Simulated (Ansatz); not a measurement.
# CO on Pt (111)

Aim: for Pt, prepare the clean (111) slab, then find where and how strongly CO adsorbs.

Computed with Ansatz 0.2.0 (DFT PBE, scalar-relativistic, plane waves, PAW, unless a step's input says otherwise).

2 further runs of the same task are left out: 2 set aside as unsound or not needed.

### 1 The system as given

It takes space group Fm-3m (No. 225, cubic). Conventional cell: a = 3.970 Å, b = 3.970 Å, c = 3.970 Å, α = 90.00°, β = 90.00°, γ = 90.00°. Around Pt (site symmetry m-3m) lie 12 Pt at 2.81 Å.

As a file:

```cif
data_structure
_symmetry_space_group_name_H-M 'P 1'
_symmetry_Int_Tables_number 1
_cell_length_a 2.8073
_cell_length_b 2.8073
_cell_length_c 2.8073
_cell_angle_alpha 60.000
_cell_angle_beta 60.000
_cell_angle_gamma 60.000
_cell_volume 15.64
loop_
_atom_site_label
_atom_site_type_symbol
_atom_site_fract_x
_atom_site_fract_y
_atom_site_fract_z
_atom_site_occupancy
Pt1 Pt 0.00000 0.00000 0.00000 1
```

It is the result of an earlier relaxation at this level (volume 15.64 Å³/atom; gap on the mesh: none (metal)).

### 2 Cutting the slab

Planes are indexed in the bulk's conventional cell (Fm-3m (No. 225)), a = 3.970 Å, b = 3.970 Å, c = 3.970 Å, α = 90.00°, β = 90.00°, γ = 90.00°.

A (111) slab, 6.9 Å thick as cut, with 17 Å of vacuum; its outer planes are Pt (top) and Pt (bottom).

The slab as cut. Its planes from the bottom up:

| plane | atoms per cell | height over the lowest (Å) |
| --- | --- | --- |
| 1 | Pt3 | 0.00 |
| 2 | Pt3 | 2.29 |
| 3 | Pt3 | 4.58 |
| 4 | Pt3 | 6.88 |

### 3 The clean surface, relaxed

input.yaml

```yaml
crystal:
  lattice:
    - [4.86237671, 0.0, 0.0]
    - [-2.431188355, 4.2109417536, 0.0]
    - [0.0, 0.0, 23.8764390887]
  atoms:
    - { symbol: Pt, position: [0.0, 0.3333333333, 0.3559994842] }
    - { symbol: Pt, position: [0.3333333333, 0.0, 0.3559994842] }
    - { symbol: Pt, position: [0.6666666667, 0.6666666667, 0.3559994842] }
    - { symbol: Pt, position: [0.3333333333, 0.3333333333, 0.4519998281] }
    - { symbol: Pt, position: [0.6666666667, 0.0, 0.4519998281] }
    - { symbol: Pt, position: [0.0, 0.6666666667, 0.4519998281] }
    - { symbol: Pt, position: [0.6666666667, 0.3333333333, 0.5480001719] }
    - { symbol: Pt, position: [0.0, 0.0, 0.5480001719] }
    - { symbol: Pt, position: [0.3333333333, 0.6666666667, 0.5480001719] }
    - { symbol: Pt, position: [0.0, 0.3333333333, 0.6440005158] }
    - { symbol: Pt, position: [0.3333333333, 0.0, 0.6440005158] }
    - { symbol: Pt, position: [0.6666666667, 0.6666666667, 0.6440005158] }
basis:
  ecutwfc: 420
kpoints:
  mp_grid: { grid: [6, 6, 1] }
hamiltonian:
  xc: pbe
scf:
  occupations: { method: gaussian, width: 0.1 }
output:
  forces: true
  eigenvalues: true
  write_density: true
  write_potential: true
  elf: true
  volumetric_format: npy
relax:
  adjacent_minimum: "off"
  f_tol: 0.03
  max_steps: 70
  constraints: [{ sites: [0, 1, 2, 3, 4, 5] }]
efield:
  axis: 3
  dipole_correction: true
```

Run with:

```
> ansatz run input.yaml --threads 4 --pin off --max-ram 10240MiB --backend cpu --events-out ev --progress --plain --runs-dir out
```

The session goes on with these runs: CO put at a top (Pt) site; start: CO, hollow (nearest Pt); CO at the bridge (Pt-Pt) site; CO put at a hollow (nearest Pt) site.

What does the calculation give? Wanted: clean slab: work function; CO: lowest end.

**Answer**, as computed:

| quantity | value |
| --- | --- |
| clean slab: work function | 5.71 eV |
| CO: lowest end | E_ads -1.66 eV, from the hollow (nearest Pt) start, 3 bonded, 1.34 Å high |

**Reading.** The strongest binding of CO is 1.66 eV, a moderate chemical bond; the ends span 0.08 eV. It raises the work function by 0.97 eV, as a dipole layer with its negative end outwards does. A start on a symmetric site keeps its symmetry, so an end may be a saddle point and not a minimum. The runs treat Pt without spin-orbit coupling.
